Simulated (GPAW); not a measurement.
Input of a GPAW 26.7.0 run:

The input run.py:

```python
import numpy as np
from ase.dft.bandgap import bandgap
from ase.io import write
from ase.spacegroup import crystal
from ase.units import GPa
from gpaw import GPAW, PW
from gpaw.spinorbit import soc_eigenstates

# Sb 4c
# Ga 4a
atoms = crystal(['Sb', 'Ga'],
                basis=[[0.25, 0.25, 0.25],
                       [0.0, 0.0, 0.0]],
                spacegroup=216, setting=1,  # F-43m
                cellpar=[6.118, 6.118, 6.118, 90.0, 90.0, 90.0],
                primitive_cell=True)

calc = GPAW(mode=PW(600),
            xc='LDA',
            kpts={'size': (6, 6, 6), 'gamma': True},
            occupations={'name': 'fermi-dirac', 'width': 0.05},
            nbands=18,
            convergence={'density': 1e-05, 'energy': 1e-05},
            maxiter=150,
            txt='gpaw.txt')
atoms.calc = calc
energy = atoms.get_potential_energy()
forces = atoms.get_forces()
stress = atoms.get_stress()
calc.write('gs.gpw')
write('result.traj', atoms)
print(f'Energy: {energy:.6f} eV')
print('Forces (eV/A):')
print(forces.round(4))
print('Stress (GPa):', (stress / GPa).round(3))
print('Fermi level:', round(calc.get_fermi_level(), 4), 'eV')
print(f'Gap: {bandgap(calc)[0]:.4f} eV, direct: {bandgap(calc, direct=True)[0]:.4f} eV')

path = atoms.cell.bandpath('GXWKGLUWLK,UX', npoints=80, eps=1e-4)
bs_calc = calc.fixed_density(kpts=path, symmetry='off', nbands=30,
                             convergence={'bands': 'CBM+6.0', 'eigenstates': 1e-6}, txt='bands.txt')
bs = bs_calc.band_structure()
bs.write('bs.json')
print(f'Gap on the path: {bandgap(bs_calc)[0]:.4f} eV')

soc = soc_eigenstates(bs_calc, theta=90, phi=0)
np.savetxt('soc_bands.dat', soc.eigenvalues(), fmt='%.4f')
mesh = soc_eigenstates('gs.gpw', theta=90, phi=0)
np.savetxt('soc_mesh.dat', mesh.eigenvalues(), fmt='%.4f')
print('Fermi level with spin-orbit coupling:', round(mesh.fermi_level, 4), 'eV')
```

Potentials or basis: the program's PAW data sets (release 1.2.1) made for this functional, pw.

Run with:

```bash
$ OMP_NUM_THREADS=1 python run.py
```

Question: Estimate the band gap along the path.

Answer: None (metal or under the smearing width).

Question: What does it give for the pressure?

Answer: -1.7 GPa.

Levels at the corners of the path, in eV from the Fermi level:
| point | band 14 | band 15 | band 16 | band 17 | band 18 | band 19 | band 20 | band 21 | band 22 | band 23 |
| --- | --- | --- | --- | --- | --- | --- | --- | --- | --- | --- |
| Γ | -0.78 | -0.34 | -0.34 | 0.05 | 0.05 | 0.05 | 0.05 | 2.43 | 2.43 | 2.67 |
| X | -7.03 | -2.93 | -2.93 | -2.64 | -2.64 | 0.65 | 0.65 | 0.97 | 0.97 | 8.25 |
| W | -6.83 | -3.80 | -3.43 | -3.32 | -3.30 | 3.17 | 3.63 | 4.06 | 4.11 | 4.12 |
| K | -6.80 | -3.97 | -3.73 | -2.41 | -2.38 | 1.12 | 1.15 | 3.54 | 3.70 | 6.21 |
| Γ | -0.78 | -0.34 | -0.34 | 0.05 | 0.05 | 0.05 | 0.05 | 2.43 | 2.43 | 2.67 |
| L | -6.60 | -1.61 | -1.61 | -1.14 | -1.14 | 0.10 | 0.10 | 3.48 | 3.49 | 3.62 |
| U | -6.80 | -3.97 | -3.73 | -2.41 | -2.38 | 1.12 | 1.15 | 3.54 | 3.70 | 6.21 |
| W | -6.83 | -3.80 | -3.43 | -3.32 | -3.30 | 3.17 | 3.63 | 4.06 | 4.11 | 4.12 |
| L | -6.60 | -1.61 | -1.61 | -1.14 | -1.14 | 0.10 | 0.10 | 3.48 | 3.49 | 3.62 |
| K | -6.80 | -3.97 | -3.73 | -2.41 | -2.38 | 1.12 | 1.15 | 3.54 | 3.70 | 6.21 |
| U | -6.80 | -3.97 | -3.73 | -2.41 | -2.38 | 1.12 | 1.15 | 3.54 | 3.70 | 6.21 |
| X | -7.03 | -2.93 | -2.93 | -2.64 | -2.64 | 0.65 | 0.65 | 0.97 | 0.97 | 8.25 |

Caveat: spin-orbit coupling was added after a scalar SCF, so levels and gaps hold it while energy, forces, pressure and moments don't; this program's spin-orbit splittings come out too wide for heavy elements; this crystal is a semiconductor, whose small gap the functional closes, so the metal is an error of the method.

**What was measured.**

From a printed reference work, data compilation, for a bulk crystal of GaSb at 4.2 K: band gap 0.811 eV (direct).

Measured gap of GaSb: 0.811 eV (direct; 4.2 K; a printed reference work, data compilation). This calculation gives 0.00 eV (-0.81 eV). The value is that of LDA, without temperature or zero-point motion. Semilocal functionals fall short of measured gaps as a rule.
